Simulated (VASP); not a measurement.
BN, 2 atoms in the cell. Symmetry: Fmm2, No. 42, orthorhombic system. The conventional cell has a = 2.447 Å, b = 6.835 Å, c = 4.236 Å, α = 90.00°, β = 90.00°, γ = 90.00°. B (site symmetry mm2) has 3 N at 1.41 Å as nearest neighbours. Around N (site symmetry mm2) lie 3 B at 1.41 Å. Measurements of this composition are mostly on another form, of space group No. 194. The cell isn't the ideal one: functional r2SCAN, strained and moved within the space group.

| Property | Result |
| --- | --- |
| Program | VASP 6.6.1 |
| Task | single point |
| Functional | r2SCAN |
| Potentials or basis | VASP PAW PBE potentials, release 64 (B, N) |
| Cutoff | 520 eV |
| k mesh | 12 × 12 × 12 |
| Occupations | gaussian, width 0.02 eV |
| Spin | no spin polarisation |
| Dipole correction | no |
| Further INCAR settings | ALGO = Normal; EDIFF = 1e-06; NBANDS = 11 |

Potentials or basis: VASP PAW PBE potentials, release 64 (B, N).

Launch:

```sh
$ cat potpaw_PBE.64/B/POTCAR potpaw_PBE.64/N/POTCAR > POTCAR
$ cp INCAR.step1 INCAR
$ mpirun -np 1 vasp_std > vasp.out
$ cp INCAR.step2 INCAR
$ mpirun -np 1 vasp_std > vasp.out
```

Hardware: 1 thread of Intel(R) Xeon(R) 6975P-C (Granite Rapids), on a shared host.

Task: How long does it take, and how much memory?

Result: Wall time 2.9 min on 1 thread of Intel(R) Xeon(R) 6975P-C (Granite Rapids), on a shared host, peak memory 0.17 GiB. Counts: scf iterations 10, k points 280.
